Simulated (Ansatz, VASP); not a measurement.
PtS2: VASP beside Ansatz

```
Pt S
1.0
     3.36604    0.00000    0.00000
    -1.68302    2.91508    0.00000
     0.00000    0.00000    5.03880
Pt S
1 2
Direct
  0.00000 0.00000 0.00000
  0.33333 0.66667 0.25000
  0.66667 0.33333 0.75000
```

Change from the starting cell: strain -0.050 along x and y, +0.000 along z, atoms carried along.

Alike in both runs: task single point; functional LDA; k mesh 12 × 12 × 8; occupations gaussian, width 0.05 eV; no spin polarisation.

```csv
,VASP,Ansatz
version,VASP 6.6.1,Ansatz 0.2.0
potentials or method,"VASP PAW LDA potentials, release 64 (Pt, S)","scalar-relativistic, plane waves, PAW"
plane-wave cutoff (eV),520,420
valence electrons in the cell,22,30
```

```tsv
	VASP	Ansatz	Ansatz less VASP
gap on the k mesh at the Fermi level (eV)	0.61	0.60	-0.008
least direct gap on the mesh (eV)	0.89	0.88	-0.012
pressure (GPa)	14.3	14.3	+0.05
largest component of the traceless stress (GPa)	8.56	8.62	+0.058
rms of the force components (eV/Å)	0.302	0.303	+0.0007
```

Atom by atom the forces differ by 0.001 eV/Å (rms over components). The two sets of potentials don't hold the same shells in valence.

Caveats: spin-orbit coupling is left out, which moves the levels of the heavy elements; the cell's inner coordinates are idealised or old, which leaves forces on the atoms. A k mesh can miss the band edges.
